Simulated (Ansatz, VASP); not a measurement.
**Cross-check of Ga31P32 (V_Ga) between VASP and Ansatz**

Aim: how closely do two programs agree when they are given the same cell, functional and k mesh? The cell is taken from a series of runs on this material, whose earlier steps may have relaxed, scaled, displaced or heated it; both programs get it as it stands.

Calculated with Ansatz 0.2.0; plane waves, with VASP 6.6.1 beside it; single point at PBE.

## (1) Set-up

The cell holds 63 atoms: 31 Ga and 32 P. Its edges and angles: a = 11.012 Å, b = 11.012 Å, c = 11.012 Å, α = 90.0°, β = 90.0°, γ = 90.0°. It derives from GaP (GaP (F-43m)). Nearest the centre at fractional (0.500, 0.500, 0.500): P53 at 2.22 Å, P46 at 2.22 Å, P56 at 2.22 Å, P35 at 2.36 Å, Ga29 at 3.80 Å, Ga31 at 3.80 Å, Ga30 at 3.81 Å, Ga16 at 3.83 Å. The cell carries charge −2.

Coordinates:

```xyz
63
Lattice="11.0120 0.0000 0.0000 0.0000 0.0000 -11.0120 0.0000 11.0120 0.0000" Properties=species:S:1:pos:R:3 pbc="T T T"
Ga    0.0030    0.0008  -11.0110
Ga   11.0099    2.7702   -2.7687
Ga    2.7730    2.7704  -11.0065
Ga    2.7724   11.0078   -2.7685
Ga   11.0105    5.5114  -11.0076
Ga    0.0027    8.2552   -2.7560
Ga    2.7620    8.2537  -11.0114
Ga    2.7869    5.4992   -2.7840
Ga   11.0106   11.0079   -5.5099
Ga    0.0019    2.7587   -8.2542
Ga    2.7848    2.7824   -5.4974
Ga    2.7607   11.0117   -8.2540
Ga   11.0083    5.5026   -5.5014
Ga   11.0036    8.2467   -8.2460
Ga    2.8018    8.2157   -5.5774
Ga    2.8015    5.5787   -8.2132
Ga    5.5139   11.0080  -11.0077
Ga    5.5012    2.7852   -2.7843
Ga    8.2564    2.7598  -11.0115
Ga    8.2573    0.0008   -2.7564
Ga    5.5047    5.5027  -11.0048
Ga    5.5845    8.2143   -2.8003
Ga    8.2496    8.2469  -10.9992
Ga    8.2160    5.5817   -2.8006
Ga    5.5047   11.0063   -5.5015
Ga    5.5819    2.7991   -8.2135
Ga    8.2183    2.7991   -5.5782
Ga    8.2489   11.0012   -8.2459
Ga    5.4421    8.1957   -8.1930
Ga    8.1988    8.1965   -5.4347
Ga    8.1974    5.4399   -8.1927
P     1.3807    4.1344   -1.3770
P     1.3793    1.3769   -4.1329
P     4.1369    1.3785   -1.3771
P     4.1469    4.1452   -4.1468
P     1.3826    9.6377   -1.3776
P     1.3860    6.8912   -4.1376
P     4.1426    6.8906   -1.3842
P     4.1361    9.6144   -4.1317
P     1.3858    4.1384   -6.8897
P     1.3822    1.3800   -9.6367
P     4.1406    1.3837   -6.8898
P     4.1359    4.1333   -9.6124
P     1.3706    9.6366   -6.8798
P     1.3709    6.8802   -9.6359
P     4.2026    6.7781   -6.7763
P     4.1338    9.6292   -9.6286
P     6.8926    4.1403   -1.3841
P     6.8932    1.3841   -4.1377
P     9.6399    1.3804   -1.3778
P     9.6163    4.1337   -4.1319
P     6.8834    9.6363   -1.3671
P     6.7779    6.7761   -4.2052
P     9.6385    6.8807   -1.3673
P     9.6329    9.6307   -4.1289
P     6.7802    4.2002   -6.7761
P     6.8827    1.3686   -9.6363
P     9.6392    1.3680   -6.8800
P     9.6313    4.1319   -9.6286
P     6.8755    9.6097   -6.8705
P     6.8746    6.8725   -9.6076
P     9.6119    6.8733   -6.8705
P     9.6330    9.6308   -9.6293
```

## (2) Ansatz: single point, PBE

Ansatz runs on its default PAW (the set named soft_2) files.

A single point gives forces, pressure and levels at one fixed geometry, so differences don't come from the geometry; what else differs is listed under the comparison.

input.yaml reads:

```yaml
crystal:
  checkpoint: "../qm2_M1.relax_smeared.run"
  host: checkpoint
total_charge: -2
basis:
  ecutwfc: 420
  xc_grid: 2
hamiltonian:
  xc: pbe
kpoints:
  mp_grid: { grid: [2, 2, 2], shift: [0.5, 0.5, 0.5] }
magnetization:
  spin_polarized: true
  initial_magnetization: 1
  spin_locking: { lock_magnetization: hard }
scf:
  occupations: { method: fermi_dirac, width: 0.01 }
  max_iter: 60
output:
  forces: true
  eigenvalues: true
  charged_corrections:
    epsilon: 10.63
    static_epsilon: 12.86
    defect_position: [0.5, 0.5, 0.5]
  eigenstates: { localisation: true }
  populations: true
  efg: {}
  band_densities: [{ bands: [v1, v1] }, { bands: [c1, c1] }]
  write_density: true
  write_potential: true
  volumetric_format: npy
checkpoint:
  read: "../qm2_M1.relax_smeared.run"
  write: "../qm2_M1.point.run"
  compress: false
  write_wavefunctions: false
  write_every: 100000
```

On the command line:

```console
$ ansatz run input.yaml --threads 8 --pin off --max-ram 14131MiB --backend cpu --events-out ev --progress --plain --runs-dir out
```

Numbers of over 12 decimals in the logs are rounded to 6 here.

Output:

```text
crystal.checkpoint: the structure is that of <dir>, a `relax` run, at its step 15: its result, under pbe at a charge of -2 e; 63 atoms read, 0 with a starting moment; crystal.structure_sha256 for this input is
Engine: ansatz 0.2.0, aarch64-unknown-linux-gnu
Pseudopotentials: kind: paw
Pseudopotential: Ga, paw, valence charge 13, recommended cutoff 420 eV (normal), Ga.paw.azcp
Pseudopotential: P, paw, valence charge 5, recommended cutoff 420 eV (normal), P.paw.azcp
Functional definition: PBE
  parameter kappa = 0.804
  parameter beta = 0.066725
  exchange = pbe_x(kappa = kappa, mu = beta*pi^2/3)
  correlation = pbe_c(beta = beta)
Crystal: 63 atoms, lattice volume = 1335.349 Å³
Basis set: ecut = 420 eV, 26001 PW (Γ), exchange–correlation on 150×150×150 points (8 copies of the dense FFT grid, shifted against one another)
Bands: 346, of which v1, the nominal top of the filled ones, is band 283 counted from 1 (282 counted from 0)
Symmetry: 1 space group operations
Space group: P1 (ITA 1), of the structure as read, at distance tolerance 1.1e-4 Å
Magnetic group: BNS 1.1 (UNI 1), of the structure as read, at distance tolerance 1.1e-4 Å
k-points: 4 of 8 (time reversal used)
Non-local potential: Ga, projectors of the file, l = 0: 2, l = 1: 2, l = 2: 3, l = 3: 1
Non-local potential: P, projectors of the file, l = 0: 2, l = 1: 2, l = 2: 2
PAW form: soft (Blöchl's): semilocal exchange-correlation on the pseudo side does not see the compensation charge
PAW one-centre angular grid: Ga, 590 points (default); XC on 64 Gauss nodes
PAW one-centre angular grid: P, 110 points (default); XC on 64 Gauss nodes
Initial density: read from a saved state, or passed on in memory by an earlier SCF of this step, an earlier step, the calling program or the single point that the run made first
Stability of the state it starts from, as read at its close in the collinear treatment: not read negative (Ritz values of 1 − χ₀K, real part plus size of imaginary part, from 0.79 to 0.86, by its mixing steps under no symmetry); read among states of the locked total moment alone; its run was given moments
Starting moments: Σ|m| = 1 μB on 63 of 63 sites; this step starts from the density that it was given
Initial wavefunctions: pseudopotential atomic-orbital guess — the wavefunctions supplied were not used: wavefunction packing (Γ-real/complex/spinor) differs
Functional: x = pbe(κ = 0.804, μ = 0.219515), c = pbe(β = 0.066725)
iter 1 solved again at ethr=3.41e-5 eV; its pass at ethr=3.10e-3 eV (dr2=1.92e-1 eV) is discarded
SCF iter   1: F=—  HF=-141465.354115 eV  |F-HF|=—  |Δ(HF+E_count)|=         —  Δρ=1.55e-3 (↑1.31e-3 ↓1.55e-3)  dr2=1.91e-1  dr2_m=2.13e-3  M=1.000 μB ∫|m|=1.083 μB  β_m=0.30  ethr=3.41e-5  ⟨swp⟩=4.0  Hψ=16497  notcnv=0
preconditioner: auto → Resta (q_TF=auto, 2.364 Å⁻¹)  ε∞=4.1  [insulator: Δε(μ)=0.053 eV  Ē_g=13.697 eV  σ=0.010 eV  W_gap=0.73  n_scr=304 (ndim 8)  ℏωp=24.2 eV  f_vac=0.012  D(μ)=21.55/eV (n_scr^D=92)  ε∞_Penn≈4.1]
spin=Collinear: Resta preconditioning applied to the charge; magnetization (m = ρ↑ − ρ↓) channel mixes plain (no charge-response kernel on spin).
SCF iter   2: F=—  HF=-141465.326823 eV  |F-HF|=—  |Δ(HF+E_count)|=   2.73e-2  Δρ=1.02e-3 (↑8.93e-4 ↓1.02e-3)  dr2=6.92e-2  dr2_m=9.63e-4  M=1.000 μB ∫|m|=1.078 μB  β_m=0.53  ethr=3.39e-5  ⟨swp⟩=2.1  Hψ=3295  notcnv=0
SCF iter   3: F=—  HF=-141465.314998 eV  |F-HF|=—  |Δ(HF+E_count)|=   1.18e-2  Δρ=2.81e-4 (↑2.43e-4 ↓2.81e-4)  dr2=4.91e-3  dr2_m=1.19e-4  M=1.000 μB ∫|m|=1.070 μB  β_m=0.64  ethr=1.22e-5  ⟨swp⟩=3.0  Hψ=4643  notcnv=0
SCF iter   4: F=—  HF=-141465.316095 eV  |F-HF|=—  |Δ(HF+E_count)|=   1.10e-3  Δρ=9.92e-5 (↑9.10e-5 ↓9.92e-5)  dr2=7.83e-4  dr2_m=1.13e-5  M=1.000 μB ∫|m|=1.067 μB  β_m=0.72  ethr=8.70e-7  ⟨swp⟩=2.5  Hψ=3807  notcnv=0
SCF iter   5: F=—  HF=-141465.316570 eV  |F-HF|=—  |Δ(HF+E_count)|=   4.75e-4  Δρ=9.02e-5 (↑4.54e-5 ↓9.02e-5)  dr2=5.29e-4  dr2_m=1.53e-5  M=1.000 μB ∫|m|=1.066 μB  β_m=0.62  ethr=1.39e-7  ⟨swp⟩=2.1  Hψ=5033  notcnv=0
SCF iter   6: F=—  HF=-141465.316583 eV  |F-HF|=—  |Δ(HF+E_count)|=   1.26e-5  Δρ=3.46e-5 (↑2.21e-5 ↓3.46e-5)  dr2=6.44e-5  dr2_m=1.84e-6  M=1.000 μB ∫|m|=1.066 μB  β_m=0.64  ethr=9.36e-8  ⟨swp⟩=2.4  Hψ=4193  notcnv=0
SCF iter   7: F=—  HF=-141465.315675 eV  |F-HF|=—  |Δ(HF+E_count)|=   9.08e-4  Δρ=1.23e-5 (↑1.02e-5 ↓1.23e-5)  dr2=7.67e-6  dr2_m=1.73e-7  M=1.000 μB ∫|m|=1.066 μB  β_m=0.65  ethr=1.14e-8  ⟨swp⟩=2.6  Hψ=5035  notcnv=0
SCF iter   8: F=—  HF=-141465.315683 eV  |F-HF|=—  |Δ(HF+E_count)|=   8.53e-6  Δρ=3.14e-6 (↑2.92e-6 ↓3.14e-6)  dr2=5.09e-7  dr2_m=1.40e-8  M=1.000 μB ∫|m|=1.066 μB  β_m=0.74  ethr=1.36e-9  ⟨swp⟩=2.0  Hψ=5029  notcnv=0
SCF iter   9: F=—  HF=-141465.315684 eV  |F-HF|=—  |Δ(HF+E_count)|=   1.08e-6  Δρ=1.79e-6 (↑8.83e-7 ↓1.79e-6)  dr2=2.07e-7  dr2_m=7.66e-9  M=1.000 μB ∫|m|=1.066 μB  β_m=0.70  ethr=1.77e-11  ⟨swp⟩=11.6  Hψ=18115  notcnv=0
[...]
k-point 3 ↓: bands = [... 279 lower, 6.1740, 6.2318, 6.6936, 6.7833, 8.2338, 8.4305, 8.4465, 8.5056, ... 59 higher]
--- Löwdin populations: 63 sites ---
  site symbol       q [e]    m [muB]
     0     Ga     12.9689    -0.0004
     1     Ga     12.9684    -0.0019
     2     Ga     12.9685    -0.0020
     3     Ga     12.9684    -0.0019
     4      P      5.0268     0.0422
     5      P      5.0267     0.0416
     6      P      5.0268     0.0422
     7      P      5.0424     0.3543
     8     Ga     12.9774     0.0025
     9     Ga     12.9682    -0.0010
    10     Ga     12.9682    -0.0011
    11     Ga     12.9753    -0.0034
    12      P      5.0285     0.0118
    13      P      5.0319     0.0024
    14      P      5.0320     0.0024
    15      P      5.0332     0.0022
    16     Ga     12.9774     0.0025
    17     Ga     12.9682    -0.0011
    18     Ga     12.9754    -0.0035
    19     Ga     12.9682    -0.0011
    20      P      5.0319     0.0022
    21      P      5.0285     0.0120
    22      P      5.0319     0.0023
    23      P      5.0332     0.0021
[...]
55      P      5.0309     0.0231
    56     Ga     12.9728     0.0043
    57     Ga     12.9729     0.0043
    58     Ga     12.9727     0.0043
    59      P      5.0328     0.0046
    60      P      5.0328     0.0046
    61      P      5.0328     0.0046
    62      P      5.0287     0.0093
  spilling = 0.002927 (of n_electrons = 565.000000)
--- Band densities, each state counted as filled ---
  window                                       electrons  max residual (eV)  cut levels
  bands: [v1, v1]                    1.000000 + 1.000000             7.8e-6           0
  bands: [c1, c1]                    1.000000 + 1.000000             2.3e-4           0
```

The column dr2 measures how far the density is from self-consistency, as an energy; F and HF (Harris–Foulkes) agree once it is small.

## (3) VASP: single point, PBE

The same cell, functional, mesh and smearing now go to VASP, with its own data sets.

Lines of VASP's logs that name or quote its potential files are left out, and so is its time.

INCAR reads:

```
SYSTEM = Ga31P32
PREC = Accurate
ENCUT = 400
EDIFF = 1E-06
NELM = 200
ISMEAR = -1
SIGMA = 0.01
LREAL = Auto
ALGO = Normal
GGA = PE
NELECT = 565
NBANDS = 328
ISPIN = 2
MAGMOM = 0 -0 -0 -0 0 -0 -0 0 0 -0 0 -0 0 0 0 0 0 0 -0 -0 0 0 0 0 0 0 0 0 0 0 0 0.02 0.02 0.02 0.17 0.01 0 0 0 0 0.01 0 0 0.01 0.01 0.05 0.01 0 0 0.01 0 0.01 0.05 0.01 0.01 0.05 0.01 0.01 0.01 0 0 0 0.01
LORBIT = 11
LWAVE = .FALSE.
LCHARG = .FALSE.
ISIF = 2
ISYM = 0
NUPDOWN = 1
LASPH = .TRUE.
GGA_COMPAT = .FALSE.
KPAR = 4
```

POSCAR reads:

```
Ga31P32
1.0
   11.0119680541      0.0000000000      0.0000000000
    0.0000000000      0.0000000000    -11.0119680541
    0.0000000000     11.0119680541      0.0000000000
Ga P
31 32
Direct
    0.0002763044      0.9999089147      0.0000712381
    0.9998166261      0.2514225645      0.2515658462
    0.2518144056      0.9994999359      0.2515795069
    0.2517605073      0.2514089056      0.9996224177
    0.9998651010      0.9996066153      0.5004911009
    0.0002496882      0.2502725369      0.7496610297
    0.2508202640      0.9999447422      0.7495224544
    0.2530788423      0.2528122194      0.4993804813
    0.9998797335      0.5003533214      0.9996348917
    0.0001740301      0.7495681450      0.2505139412
    0.2528919592      0.4992191590      0.2526739686
    0.2507042038      0.7495460245      0.9999776507
    0.9996705034      0.4995846919      0.4996929157
    0.9992393964      0.7488185969      0.7488811217
    0.2544365962      0.5064839937      0.7460743802
    0.2544092752      0.7458412214      0.5066071967
    0.5007205767      0.9996121457      0.9996391136
    0.4995611126      0.2528407110      0.2529270676
    0.7497624866      0.9999542780      0.2506170981
    0.7498517512      0.2503129559      0.0000768890
    0.4998835529      0.9993488957      0.4997029469
    0.5071318868      0.2543002751      0.7459437793
    0.7491519768      0.9988378872      0.7489009747
    0.7460960667      0.2543241496      0.5068735613
    0.4998847264      0.4995936963      0.9994858833
    0.5068932403      0.7458663088      0.2541904896
    0.7463079634      0.5065560915      0.2541902841
    0.7490810731      0.7488096147      0.9990212008
    0.4941941541      0.7440059407      0.7442547670
    0.7445335937      0.4935227816      0.7443245534
    0.7444086163      0.7439841266      0.4940031852
    0.1253839343      0.1250472993      0.3754429104
    0.1252515565      0.3753105229      0.1250384779
    0.3756689231      0.1250556478      0.1251821302
    0.3765845249      0.3765681427      0.3764253012
    0.1255569061      0.1250990922      0.8751991060
    0.1258654852      0.3757357657      0.6257904815
    0.3761936878      0.1256987317      0.6257353936
    0.3755969698      0.3751990153      0.8730821327
    0.1258479270      0.6256543286      0.3758080787
    0.1255152341      0.8751089465      0.1253148725
    0.3760122906      0.6256661201      0.1256538202
    0.3755810709      0.8729030942      0.3753420021
    0.1244650053      0.6247525457      0.8750981217
    0.1244929756      0.8750401372      0.6247953557
    0.3816406733      0.6153587008      0.6155184266
    0.3753903211      0.8743804392      0.8744308429
    0.6259196561      0.1256905746      0.3759806376
    0.6259772803      0.3757422701      0.1256902184
    0.8753986899      0.1251213078      0.1253550306
    0.8732609640      0.3752194892      0.3753804713
    0.6250816199      0.1241488365      0.8750764689
    0.6155060880      0.3818749821      0.6153393214
    0.8752748486      0.1241660517      0.6248412093
    0.8747691462      0.3749427315      0.8745642139
    0.6157131082      0.6153367414      0.3814227430
    0.6250177857      0.8750708046      0.1242792394
    0.8753410898      0.6247766388      0.1242309741
    0.8746199651      0.8743728093      0.3752195600
    0.6243633672      0.6239162604      0.8726618423
    0.6242822867      0.8724718223      0.6240975272
    0.8728591958      0.6239158901      0.6241693054
    0.8747758944      0.8744385303      0.8745714421
```

KPOINTS reads:

```
Points of the shifted mesh
8
Reciprocal
 0.2500000000  0.2500000000  0.2500000000 1
 0.2500000000  0.2500000000  0.7500000000 1
 0.2500000000  0.7500000000  0.2500000000 1
 0.2500000000  0.7500000000  0.7500000000 1
 0.7500000000  0.2500000000  0.2500000000 1
 0.7500000000  0.2500000000  0.7500000000 1
 0.7500000000  0.7500000000  0.2500000000 1
 0.7500000000  0.7500000000  0.7500000000 1
```

The projector-augmented-wave data sets are Ga_d and P (PBE family, release 64).

On the command line:

```console
$ mpirun -np 8 vasp_std
```

Output:

```text
[banner, memory and clock lines left out]
running    8 mpi-ranks, on    1 nodes
[...]
|                                                                             |
|           W    W    AA    RRRRR   N    N  II  N    N   GGGG   !!!           |
|           W    W   A  A   R    R  NN   N  II  NN   N  G    G  !!!           |
|           W    W  A    A  R    R  N N  N  II  N N  N  G       !!!           |
|           W WW W  AAAAAA  RRRRR   N  N N  II  N  N N  G  GGG   !            |
|           WW  WW  A    A  R   R   N   NN  II  N   NN  G    G                |
|           W    W  A    A  R    R  N    N  II  N    N   GGGG   !!!           |
|                                                                             |
|     For optimal performance we recommend to set                             |
|       NCORE = 2 up to number-of-cores-per-socket                            |
|     NCORE specifies how many cores store one orbital (NPAR=cpu/NCORE).      |
|     This setting can greatly improve the performance of VASP for DFT.       |
[...]
DAV:   5    -0.284551469603E+03   -0.90344E+01   -0.89637E+01 15512   0.181E+01BRMIX: very serious problems
 the old and the new charge density differ
 old charge density:   563.00000 new  565.00003
BRMIX: very serious problems
 the old and the new charge density differ
 old charge density:   563.00000 new  565.00003
BRMIX: very serious problems
 the old and the new charge density differ
 old charge density:   563.00000 new  565.00003
BRMIX: very serious problems
 the old and the new charge density differ
 old charge density:   563.00000 new  565.00003
    0.236E+01
DAV:   6    -0.276821164769E+03    0.77303E+01   -0.18672E+01 14928   0.166E+01    0.143E+01
DAV:   7    -0.276259060869E+03    0.56210E+00   -0.10051E+01 12024   0.668E+00    0.481E+00
DAV:   8    -0.276198021986E+03    0.61039E-01   -0.17385E+00 12272   0.106E+01    0.154E+00
DAV:   9    -0.276246347109E+03   -0.48325E-01   -0.50875E-01 12488   0.288E+00    0.666E-01
[...]
DAV:  18    -0.276249888420E+03   -0.49523E-05   -0.40145E-05 12328   0.273E-02    0.407E-03
DAV:  19    -0.276249889198E+03   -0.77747E-06   -0.10626E-05 10160   0.208E-02    0.153E-03
DAV:  20    -0.276249889696E+03   -0.49769E-06   -0.55588E-06  9648   0.946E-03
   1 F= -.27624989E+03 E0= -.27624676E+03  d E =-.626750E-02  mag=     1.0000
```

OUTCAR, selected parts (step 3):

```text
  FREE ENERGIE OF THE ION-ELECTRON SYSTEM (eV)
  ---------------------------------------------------
  free  energy   TOTEN  =      -276.2498896955 eV

  energy  without entropy=     -276.2436221917  energy(sigma->0) =     -276.24675594

 magnetization (x)
# of ion       s       p       d       tot
------------------------------------------
    1       -0.000   0.000   0.001   0.000
    2       -0.000  -0.000   0.001  -0.000
    3       -0.000  -0.001   0.001  -0.000
    4       -0.000  -0.000   0.001  -0.000
    5       -0.001   0.003   0.001   0.004
    6       -0.000  -0.000   0.000  -0.000
    7       -0.000  -0.000   0.000  -0.000
    8       -0.001   0.002   0.004   0.004
    9       -0.001   0.003   0.001   0.004
   10       -0.000  -0.000   0.000  -0.000
   11       -0.001   0.002   0.004   0.004
   12       -0.000  -0.000   0.000  -0.000
   13       -0.000  -0.000   0.000   0.000
[...]
--------------------------------------------------
tot          0.021   0.480   0.035   0.536

[... 1 further part left out ...]
```

The cell is charged against a uniform background.

The run ends at a pressure of 1.50 GPa, with forces up to 0.23 eV/Å.

## (4) Side by side

Known differences besides the potentials themselves: VASP starts from the moments at which Ansatz ended; the cutoff is 420 eV in Ansatz and 400 eV in VASP (PREC = Accurate, projectors in real space); site moments are counted in spheres of each program's own size. Total energies have different zeros and are not compared.

Both answers:

```tsv
quantity	Ansatz	VASP	difference
total moment, fixed by the input (μB)	1.00	1.00	0.00
moment on P35 (μB)	0.17	0.16	+0.01
moment on P46 (μB)	0.05	0.05	0.00
```

Forces on 8 of the 63 atoms, those with the largest forces and the largest differences (eV/Å; atoms numbered as in POSCAR):

```tsv
atom	Ansatz x, y, z	VASP x, y, z
Ga22	-0.067, 0.024, 0.039	-0.060, 0.018, 0.033
Ga24	0.024, -0.065, 0.039	0.019, -0.057, 0.033
Ga26	-0.065, -0.037, -0.026	-0.058, -0.032, -0.020
Ga27	0.022, -0.037, 0.068	0.017, -0.031, 0.062
P35	0.136, 0.135, -0.132	0.136, 0.135, -0.131
P46	0.154, -0.074, 0.071	0.153, -0.073, 0.069
P53	-0.072, -0.073, -0.143	-0.071, -0.072, -0.141
P56	-0.075, 0.154, 0.070	-0.074, 0.153, 0.069
```

The forces differ by 2.5 meV/Å r.m.s., which is 7.1 % of the r.m.s. force of 0.036 eV/Å (both taken over all components). The cell carries a charge of -2 e against a uniform background, so its pressure also hangs on how the neutralising background is counted, and in a defect's cell a gap may be the spacing between its levels.

## (5) Results

| Item | Value |
| --- | --- |
| r.m.s. force difference (single point, PBE) | 2.5 meV/Å |

**Reading.** The r.m.s. force difference is 2.5 meV/Å (single point, PBE), within the 12 meV/Å picked in this series as the mark of a large difference. How closely two codes agree says nothing of how well the functional describes the real material.

[Lines on the potential files, build, host, timing and source positions are cut from VASP's logs without a mark.]

[Logs are printed without paths, hosts, clocks, repeated set-up lines and the standing remarks that a program may print on its own settings, such as how far it seeks lower states.]

[Hosts, paths, dates, database ids (printed as entryN), source tags and the programs' standing remarks are cut or masked in the printed files.]
